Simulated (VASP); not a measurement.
# Li: single point with LDA

The system is Li.

```
Li
1.0
    -1.68163    1.68163    1.68163
     1.68163   -1.68163    1.68163
     1.68163    1.68163   -1.68163
Li
1
Direct
  0.00000 0.00000 0.00000
```

| Quantity | Value |
| --- | --- |
| Program | VASP 6.6.1 |
| Task | single point |
| Functional | LDA |
| Potentials or basis | VASP PAW LDA potentials, release 64 (Li_sv) |
| Cutoff | 520 eV |
| k mesh | 2 × 2 × 2 |
| Occupations | fermi-dirac, width 0.1 eV |
| Spin | no spin polarisation |

```
Band gap on the k mesh : none (metal or under the smearing width)
```

Levels at points of the mesh, in eV from the Fermi level:
```csv
k point,band 1,band 2,band 3,band 4,band 5,band 6
"(0.00, 0.00, 0.00)",-45.85,-3.79,14.79,14.79,14.79,19.97
"(0.50, 0.00, 0.00)",-45.82,0.00,3.30,10.43,12.00,14.01
"(0.50, 0.50, 0.50)",-45.80,5.45,5.45,5.45,7.92,7.92
```

It took 3 s on 1 thread of Intel(R) Xeon(R) Platinum 8375C CPU @ 2.90GHz (Ice Lake) (shared host), peak memory 0.11 GiB.

Caveat: the k mesh is coarse (spacing up to 1.32 Å⁻¹), so the values aren't converged.
